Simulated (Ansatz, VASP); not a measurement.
# One calculation of NaH, two programs

Contents of INCAR:

```
ALGO = Normal ; EDIFF = 1E-7
ENCUT = 520 ; GGA = PE
ISIF = 2 ; ISMEAR = -1
LASPH = T ; LCHARG = F
LREAL = F ; LWAVE = F
NBANDS = 11 ; NELM = 60
PREC = Accurate ; SIGMA = 0.05
```

The input KPOINTS:

```
k-points
0
Gamma
  9 9 9
```

The input POSCAR:

```
NaH
1.0
    2.8947984199      0.0000000000      0.0000000000
    0.0000000000      2.8947984199      0.0000000000
    0.0000000000      0.0000000000      2.8947984199
Na H
1 1
Direct
    0.0000000000      0.0000000000      0.0000000000
    0.5000000000      0.5000000000      0.5000000000
```

The input input.yaml:

```yaml
crystal:
  lattice:
    - [2.8947984199, 0.0, 0.0]
    - [0.0, 2.8947984199, 0.0]
    - [0.0, 0.0, 2.8947984199]
  atoms:
    - { symbol: Na, position: [0.0, 0.0, 0.0] }
    - { symbol: H, position: [0.5, 0.5, 0.5] }
hamiltonian:
  xc: pbe
  pseudopotentials: { kind: paw }
kpoints:
  mp_grid: { grid: [9, 9, 9] }
scf:
  occupations: { method: fermi_dirac, width: 0.05 }
output:
  forces: true
  stress: true
  eigenvalues: true
  write_density: true
  write_potential: true
  elf: true
  volumetric_format: npy
```

Change from the starting cell: volume scaled by 0.94.

Alike in both runs: task single point; functional PBE; k mesh 9 × 9 × 9; occupations fermi-dirac, width 0.05 eV; no spin polarisation.

|  | VASP | Ansatz |
| --- | --- | --- |
| version | VASP 6.6.1 | Ansatz 0.2.0 |
| potentials or method | VASP PAW PBE potentials, release 64 (Na_pv, H) | Ansatz PAW |
| plane-wave cutoff (eV) | 520 | 420 |
| valence electrons in the cell | 8 | 10 |

```csv
,VASP,Ansatz,Ansatz less VASP
gap on the k mesh at the Fermi level (eV),1.53,1.53,+0.002
least direct gap on the mesh (eV),5.01,5.01,+0.004
pressure (GPa),1.9,1.9,+0.04
```

The two sets of potentials don't hold the same shells in valence.

Caveats: an odd mesh through Γ misses points on the zone boundary, where band edges often lie (VASP); odd divisions of the mesh miss points on the zone boundary, where band edges often lie, so the gap on the mesh can be too wide (Ansatz).
